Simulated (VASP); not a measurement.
WSe$_{2}$ (strained 2H (MoS2) bulk): one PBE single-point calculation in two programs

```
W Se
1.0
     3.23367    0.00000    0.00000
    -1.61684    2.80044    0.00000
     0.00000    0.00000   13.28019
W Se
2 4
Direct
  0.33333 0.66667 0.25000
  0.66667 0.33333 0.75000
  0.66667 0.33333 0.37725
  0.66667 0.33333 0.12275
  0.33333 0.66667 0.87725
  0.33333 0.66667 0.62275
```

Each program uses its own PAW datasets. VASP's cell holds 52 valence electrons and Ansatz's 92. Ansatz's stress includes a Pulay correction; VASP's doesn't.

Cutoffs: 520 eV in VASP, 420 eV in Ansatz. k meshes: 12×12×2 and 12×12×2.

|  | VASP | Ansatz |
| --- | --- | --- |
| gap between bands v and c | 1.09 eV | 1.09 eV |
| least direct gap | 1.76 eV | 1.76 eV |
| pressure | 7.2 GPa | 6.8 GPa |
| largest force | 0.35 eV/Å | 0.30 eV/Å |

Band v is the last that the valence electrons fill when counted band by band, and c is the next. Levels in eV from the top of v, Ansatz:

```csv
point,v−1,v,c,c+1
Γ,-1.12,0.00,3.02,3.02
M,-0.97,-0.77,2.57,2.59
K,-0.22,0.00,1.76,1.76
A,-0.26,-0.26,3.03,3.03
L,-0.87,-0.87,2.58,2.58
H,-0.13,-0.13,1.76,1.76
```

VASP:

```tsv
point	v−1	v	c	c+1
Γ	-1.12	0.00	3.01	3.01
M	-0.98	-0.78	2.56	2.58
K	-0.23	-0.01	1.75	1.75
A	-0.26	-0.26	3.02	3.02
L	-0.88	-0.88	2.58	2.58
H	-0.13	-0.13	1.76	1.76
```

Forces (eV/Å), VASP:

```
atom     Fx     Fy      Fz
   W  0.000  0.000   0.000
   W  0.000  0.000   0.000
  Se  0.000  0.000   0.351
  Se  0.000  0.000  -0.351
  Se  0.000  0.000   0.351
  Se  0.000  0.000  -0.351
```

Ansatz:

```
atom     Fx     Fy      Fz
   W  0.000  0.000   0.000
   W  0.000  0.000   0.000
  Se  0.000  0.000   0.299
  Se  0.000  0.000  -0.299
  Se  0.000  0.000   0.299
  Se  0.000  0.000  -0.299
```
